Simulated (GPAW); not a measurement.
PtS2, 3 atoms in the cell. The structure is trigonal, space group P-3m1 (No. 164). Conventional cell: a = 3.543 Å, b = 3.543 Å, c = 5.039 Å, α = 90.00°, β = 90.00°, γ = 120.00°. Pt (site symmetry -3m) has 6 S at 2.34 Å as nearest neighbours. S (site symmetry 3m) has 3 Pt at 2.34 Å as nearest neighbours. 

- Program: GPAW 26.7.0
- Task: single point
- Functional: PBE
- Potentials or basis: GPAW PAW data sets (gpaw-data 1.2.1)
- Cutoff: 450 eV
- Basis: pw
- k mesh: 7 × 7 × 4
- Occupations: fermi-dirac, width 0.05 eV
- Spin: no spin polarisation
- Maxiter: 120
- Convergence: default

Potentials or basis: GPAW PAW data sets (gpaw-data 1.2.1), pw.

Command:

```sh
$ OMP_NUM_THREADS=1 python run.py
```

Hardware: 1 thread of Arm Neoverse V2, with other jobs on the host.

Estimate the wall time of this run.

Wall time 15 s on 1 thread of Arm Neoverse V2, with other jobs on the host, peak memory 0.15 GiB. Counts: scf iterations 9, plane waves 1204, bands 26, k points 28.
